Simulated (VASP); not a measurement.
Here is a VASP 6.6.1 calculation.

File INCAR:

```
SYSTEM = ZnS
ALGO = Normal
EDIFF = 1E-6
EDIFFG = -0.02
ENCUT = 600
GGA = RE
IBRION = 2
ISIF = 3
ISMEAR = -1
LASPH = .TRUE.
LCHARG = .FALSE.
LREAL = .FALSE.
LWAVE = .FALSE.
NELM = 80
NSW = 40
PREC = Accurate
SIGMA = 0.05
```

The input KPOINTS:

```
k-points
0
G
  8 8 5
  0 0 0
```

File POSCAR:

```
ZnS
1.0
    3.8110000000      0.0000000000      0.0000000000
   -1.9055000000      3.3004228138      0.0000000000
    0.0000000000      0.0000000000      6.2340000000
Zn S
2 2
Direct
    0.6666666667      0.3333333333      0.5000000000
    0.3333333333      0.6666666667      0.0000000000
    0.6666666667      0.3333333333      0.8850000000
    0.3333333333      0.6666666667      0.3850000000
```

Potentials or basis: VASP PAW PBE potentials, release 64 (Zn, S).

Run with:

```bash
$ cat potpaw_PBE.64/Zn/POTCAR potpaw_PBE.64/S/POTCAR > POTCAR
$ mpirun -np 1 vasp_std > vasp.out
```

(1) Estimate the relaxed volume.

(2) Estimate the band gap on the k mesh.

(3) Predict the space group after relaxing (to 0.05 Å).

Results:

(1) 20.80 Å³/atom.

(2) 2.08 eV, direct.

(3) P6_3mc (No. 186).

Caveat: the PAW data sets were made with another functional, which shifts forces and pressure a little.
